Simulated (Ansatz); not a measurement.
The system is MnO.

```xyz
2
Lattice="0.0000 2.2220 2.2220 2.2220 0.0000 2.2220 2.2220 2.2220 0.0000" Properties=species:S:1:pos:R:3 pbc="T T T"
Mn    0.0000    0.0000    0.0000
O     2.2220    2.2220    2.2220
```

Base run:

* Program: Ansatz 0.2.0
* Functional: PBE
* Potentials or basis: Ansatz PAW
* Cutoff: 420 eV (not typed: the program's choice for these potentials)
* k mesh: 10 × 10 × 10
* Occupations: fermi-dirac, width 0.05 eV
* Spin: collinear spin, ferromagnetic start
* Starting moments: [4.0, 0.0] μB
* Hubbard terms: Mn d U = 2 eV

Its results: band gap on the k mesh none (metal or under the smearing width); pressure 7.4 GPa; net moment 5.00 μB per cell; site moments Mn +4.24; O +0.23 μB.

Problem. The run is repeated on the same cell with these changes: hubbard terms from Mn d U = 2 eV to Mn d U = 6 eV. What comes out?

Solution. Band gap on the k mesh 0.44 eV, indirect (least direct gap 2.55 eV); pressure 11.9 GPa; net moment 5.00 μB per cell; site moments Mn +4.31; O +0.14 μB.

Caveats: the magnetic or orbital state may not be the lowest; a cell with one magnetic atom can't hold antiferromagnetic order, which such compounds often take; the density of states is complete only up to the lowest level of the last band computed.

A k mesh can miss the band edges.
